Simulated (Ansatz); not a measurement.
Crystal: BaTe.

```
Ba Te
1.0
     0.00000    3.41000    3.41000
     3.41000    0.00000    3.41000
     3.41000    3.41000    0.00000
Ba Te
1 1
Direct
  0.00000 0.00000 0.00000
  0.50000 0.50000 0.50000
```

Base run:

| Quantity | Value |
| --- | --- |
| Program | Ansatz 0.2.0 |
| Functional | HSE06 form with a typed share of exact exchange |
| Potentials or basis | Ansatz PAW |
| Cutoff | 420 eV (not typed: the program's choice for these potentials) |
| k mesh | 4 × 4 × 4 |
| Occupations | fermi-dirac, width 0.05 eV |
| Spin | no spin polarisation |

Its results: band gap on the k mesh 1.83 eV, indirect (least direct gap 2.21 eV); pressure 3.8 GPa.

**Question.** After a change of settings the same cell gave: band gap on the k mesh 2.87 eV, indirect (least direct gap 3.32 eV); pressure 3.5 GPa. Which change was it?
A. share of exact exchange from 0.15 to 0.2
B. share of exact exchange from 0.15 to 0.25
C. share of exact exchange from 0.15 to 0.5
D. share of exact exchange from 0.15 to 0.3

**Answer.** C.

Caveats: spin-orbit coupling is left out, which moves the levels of the heavy elements; the PAW data sets come from PBE, with cores solved anew for the run's functional, which leaves a small shift of forces and pressure; the thresholds are loose for stress.
